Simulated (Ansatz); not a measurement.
Runs of Ansatz 0.2.0 on CsSnI3. The structure is cubic, space group Pm-3m (No. 221). The conventional cell has a = 6.206 Å, b = 6.206 Å, c = 6.206 Å, α = 90.00°, β = 90.00°, γ = 90.00°. Cs (site symmetry m-3m) is surrounded by 12 I at 4.39 Å. Around I (site symmetry 4/mmm) lie 2 Sn at 3.10 Å. Around Sn (site symmetry m-3m) lie 6 I at 3.10 Å. 

```csv
level,spin,k mesh,gap on the mesh (eV),pressure (GPa)
RPBE,off,5 × 5 × 5,-,1.6
PBEsol,off,5 × 5 × 5,-,-0.7
LDA,off,5 × 5 × 5,-,(a)
PBEsol,"SOC, no magnetisation",4 × 4 × 4,0.13,(b)
LDA,"SOC, no magnetisation",4 × 4 × 4,0.12,-1.3
```

Alike in all rows: task band structure; potentials or basis Ansatz PAW; cell as given; cutoff (eV) 420; smearing fermi-dirac 0.05 eV.

Task: Estimate the missing entries.

Result: (a) -1.6; (b) -0.4.

Caveats: the cell was measured hot, at 500 K; the PAW data sets come from PBE, with cores solved anew for the run's functional, which leaves a small shift of forces and pressure; spin-orbit coupling is left out, which moves the levels of the heavy elements (some runs).

A k mesh can miss the band edges, and rows without SOC leave out spin-orbit coupling on Cs, I, Sn.
